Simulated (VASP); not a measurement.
**SnTe in VASP: how settings move the PBEsol single point**

Aim: see what changed inputs do to the PBEsol single point of SnTe in the rocksalt structure.

The runs shown are made with VASP 6.6.1. PAW datasets, plane waves. Calculated at 0 K for a non-magnetic cell.

## Step 1: Starting point

The cell comes from an earlier relaxation with r2SCAN in another program.

It is cubic, Fm-3m (No. 225); conventional cell a = 6.379 Å, 32.44 Å³ an atom. Sn has 6 Te at 3.19 Å; Te has 6 Sn at 3.19 Å.

Coordinates:

```xyz
2
Lattice="0.0000 3.1893 3.1893 3.1893 0.0000 3.1893 3.1893 3.1893 0.0000" Properties=species:S:1:pos:R:3 pbc="T T T"
Sn    0.0000    0.0000    0.0000
Te    3.1893    3.1893    3.1893
```

## Step 2: The reference run

The input, INCAR:

```
ENCUT = 520.000000
SIGMA = 0.020000
EDIFF = 1.00e-07
GGA = PS
PREC = Accurate
IBRION = -1
ISIF = 2
ISMEAR = -1
NBANDS = 17
NELM = 120
NSW = 0
LASPH = .TRUE.
LCHARG = .FALSE.
LWAVE = .FALSE.
LREAL = .FALSE.
```

The input, KPOINTS:

```
KPOINTS created by Atomic Simulation Environment
0
Gamma
8 8 8
0 0 0
```

The input, POSCAR:

```
Sn Te
 1.0000000000000000
     0.0000000000000000    3.1893303423607891    3.1893303423607891
     3.1893303423607891    0.0000000000000000    3.1893303423607891
     3.1893303423607891    3.1893303423607891   -0.0000000000000000
 Sn  Te
   1   1
Cartesian
 -0.0000000000000000  0.0000000000000000 -0.0000000000000000
  3.1893303423607891  3.1893303423607891  3.1893303423607891
```

A file KPOINTS_OPT adds named points for the levels; it doesn't enter the self-consistent loop.

Potentials: the recommended PBE PAW datasets, 20 valence electrons.

On the command line:

```bash
mpirun -np 1 vasp_std
```

## Step 3: Altered input 1

Edit INCAR of step 2 so:

```diff
@@ -2,5 +2,3 @@
 SIGMA = 0.020000
-EDIFF = 1.00e-07
 GGA = PS
-PREC = Accurate
 IBRION = -1
@@ -15 +13,3 @@
 LREAL = .FALSE.
+PREC = Medium
+EDIFF = 1e-06
```

KPOINTS is that of step 2.

POSCAR is that of step 2.

## Step 4: Altered input 2

The input, INCAR:

```
ENCUT = 520.000000
SIGMA = 0.020000
GGA = PS
PREC = Accurate
IBRION = -1
ISIF = 2
ISMEAR = -1
NBANDS = 17
NSW = 0
LASPH = .TRUE.
LCHARG = .FALSE.
LWAVE = .FALSE.
LREAL = .FALSE.
EDIFF = 1e-06
NELM = 91
```

KPOINTS is that of step 2.

POSCAR is that of step 2.

## Step 5: Altered input 3

The input, INCAR:

```
EDIFF = 1.00e-07
GGA = PS
PREC = Accurate
IBRION = -1
ISIF = 2
NBANDS = 17
NSW = 0
LASPH = .TRUE.
LCHARG = .FALSE.
LWAVE = .FALSE.
LREAL = .FALSE.
ISMEAR = 1
SIGMA = 0.2
ENCUT = 600
NELM = 53
```

KPOINTS is that of step 2.

POSCAR is that of step 2.

## Step 6: Altered input 4

Edit INCAR of step 2 so:

```diff
@@ -9,3 +9,2 @@
 NBANDS = 17
-NELM = 120
 NSW = 0
@@ -15 +14,5 @@
 LREAL = .FALSE.
+NELM = 98
+IMIX = 1
+AMIX = 2.0
+BMIX = 0.0001
```

KPOINTS is that of step 2.

POSCAR is that of step 2.

Before running it: what results should come out? Wanted: for each run, changed; ending; energy change; pressure; electronic steps; usable.

As calculated:

| run | changed | ending | energy change (meV/atom) | pressure (GPa) | gap on the mesh (eV; negative: overlap) | electronic steps | time | usable |
| --- | --- | --- | --- | --- | --- | --- | --- | --- |
| ref. | – | converged | 0 | -1.8 | 0.04 | 15 | 16 s | yes |
| 1 | PREC = Medium, EDIFF = 1e-06 | converged | 0.0 | -1.9 | 0.04 | 12 | 8.4 s | yes |
| 2 | EDIFF = 1e-06, NELM = 91 | converged | 0.0 | -1.9 | 0.04 | 12 | 12 s | yes |
| 3 | ISMEAR = 1, SIGMA = 0.2, ENCUT = 600, NELM = 53 | converged | -0.4 | -1.8 | 0.04 | 15 | 17 s | yes |
| 4 | IMIX = 1, AMIX = 2, BMIX = 0.0001 | crashed | – | – | – | 12 | 13 s | no |

**Reading.** Of 4 altered inputs, 1 gave no result, 3 gave usable results. Among the usable ones with comparable energies, «ISMEAR = 1, SIGMA = 0.2, ENCUT = 600, NELM = 53» moves the energy most, by -0.4 meV/atom.
